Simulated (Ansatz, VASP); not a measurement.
Two plane-wave programs on F

The input INCAR:

```
SYSTEM = F
  ALGO = Normal
  EDIFF = 1E-7
  ENCUT = 520
  GGA = PS
  ISIF = 2
  ISMEAR = 0
  LASPH = .True.
  LCHARG = .False.
  LREAL = .False.
  LWAVE = .False.
  NBANDS = 22
  NELM = 80
  PREC = Accurate
  SIGMA = 0.05
```

The input KPOINTS:

```
k-points
0
Gamma
  4 4 2
  0 0 0
```

Contents of POSCAR:

```
F
1.0
    3.2417476322     -1.8043225525     -0.2500315435
    3.2417476322      1.8043225525     -0.2500315435
   -2.4551525991      0.0000000000      7.2331109735
F
4
Direct
    0.0848459664      0.0848459664      0.0940038325
    0.9151540336      0.9151540336      0.9059961675
    0.5015719855      0.5015719855      0.5937195244
    0.4984280145      0.4984280145      0.4062804756
```

Input for Ansatz:

```yaml
crystal:
  lattice:
    - [3.2417476322, -1.8043225525, -0.2500315435]
    - [3.2417476322, 1.8043225525, -0.2500315435]
    - [-2.4551525991, 0.0, 7.2331109735]
  atoms:
    - { symbol: F, position: [0.0848459664, 0.0848459664, 0.0940038325] }
    - { symbol: F, position: [0.9151540336, 0.9151540336, 0.9059961675] }
    - { symbol: F, position: [0.5015719855, 0.5015719855, 0.5937195244] }
    - { symbol: F, position: [0.4984280145, 0.4984280145, 0.4062804756] }
basis:
  ecutwfc: 520.0
kpoints:
  mp_grid: { grid: [4, 4, 2] }
hamiltonian:
  xc: pbesol
scf:
  occupations: { method: gaussian, width: 0.05 }
output:
  forces: true
  stress: true
  eigenvalues: true
```

Change from the starting cell: volume 20.600 Å^3 an atom, stretch along a over the lengths across it, relative to the relaxed cell 1.0326.

Alike in both runs: task single point; functional PBEsol; k mesh 4 × 4 × 2; occupations gaussian, width 0.05 eV; no spin polarisation.

|  | VASP | Ansatz |
| --- | --- | --- |
| version | VASP 6.6.1 | Ansatz 0.2.0 |
| potentials or method | VASP PAW PBE potentials, release 64 (F) | scalar-relativistic, plane waves, PAW |
| plane-wave cutoff (eV) | 520 | 520 |
| valence electrons in the cell | 28 | 28 |

|  | VASP | Ansatz | Ansatz less VASP |
| --- | --- | --- | --- |
| gap on the k mesh at the Fermi level (eV) | 2.79 | 2.87 | +0.074 |
| least direct gap on the mesh (eV) | 2.87 | 2.94 | +0.074 |
| pressure (GPa) | -1.4 | -1.6 | -0.26 |
| largest component of the traceless stress (GPa) | 1.31 | 2.45 | +1.148 |
| rms of the force components (eV/Å) | 0.259 | 0.481 | +0.2213 |

Atom by atom the forces differ by 0.221 eV/Å (rms over components). One of these differences is far larger than is usual between the two programs; its cause wasn't traced.

Caveats: the k mesh is coarse (spacing up to 0.51 Å⁻¹), so the values aren't converged; the PAW data sets were made with another functional, which shifts forces and pressure a little (VASP). A k mesh can miss the band edges.
